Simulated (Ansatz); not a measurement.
The system is TaSi2.

```
Ta Si
1.0
     4.78000    0.00000    0.00000
    -2.39000    4.13960    0.00000
     0.00000    0.00000    6.56400
Ta Si
3 6
Direct
  0.00000 0.50000 0.16667
  0.50000 0.50000 0.83333
  0.50000 0.00000 0.50000
  0.33330 0.16665 0.16667
  0.16665 0.83335 0.83333
  0.83335 0.66670 0.50000
  0.66670 0.83335 0.16667
  0.83335 0.16665 0.83333
  0.16665 0.33330 0.50000
```

| Item | Value |
| --- | --- |
| Program | Ansatz 0.2.0 |
| Task | relaxation of cell and atoms |
| Functional | PBE |
| Potentials or basis | all-electron LAPW, scalar-relativistic |
| Basis error allowed | 0.002 eV/atom |
| k mesh | 6 × 6 × 3 |
| Occupations | fermi-dirac, width 0.05 eV |
| Spin | no spin polarisation |

At the start: volume 14.43 Å³/atom.

Q: Where does the relaxation end?

A: Over 6 steps the energy falls by 17.6 meV/atom and the volume is 14.66 Å³/atom (+1.6 %); space group P6_222 (No. 180, to 0.05 Å).

The path:
| step | energy change (eV) | largest force (eV/Å) | volume (Å³) |
| --- | --- | --- | --- |
| 1 | 0.0000 | 0.7242 | 129.88 |
| 2 | -0.1392 | 0.0939 | 133.37 |
| 3 | -0.1579 | 0.0070 | 132.09 |
| 4 | -0.1583 | 0.0009 | 132.00 |
| 5 | -0.1583 | 0.0005 | 131.97 |
| 6 | -0.1583 | 0.0006 | 131.97 |

Final structure:
```yaml
crystal:
  lattice:
    - [4.80652, 0.00000, 0.00000]
    - [-2.40326, 4.16257, 0.00000]
    - [0.00000, 0.00000, 6.59579]
  atoms:
    - { symbol: Ta, position: [0.00000, 0.50000, 0.16667] }
    - { symbol: Ta, position: [0.50000, 0.50000, 0.83333] }
    - { symbol: Ta, position: [0.50000, 0.00000, 0.50000] }
    - { symbol: Si, position: [0.31817, 0.15909, 0.16667] }
    - { symbol: Si, position: [0.15909, 0.84091, 0.83333] }
    - { symbol: Si, position: [0.84091, 0.68183, 0.50000] }
    - { symbol: Si, position: [0.68183, 0.84091, 0.16667] }
    - { symbol: Si, position: [0.84091, 0.15909, 0.83333] }
    - { symbol: Si, position: [0.15909, 0.31817, 0.50000] }
```

Caveat: the k mesh is thin for a metal, which can move the energy by tens of meV per atom.
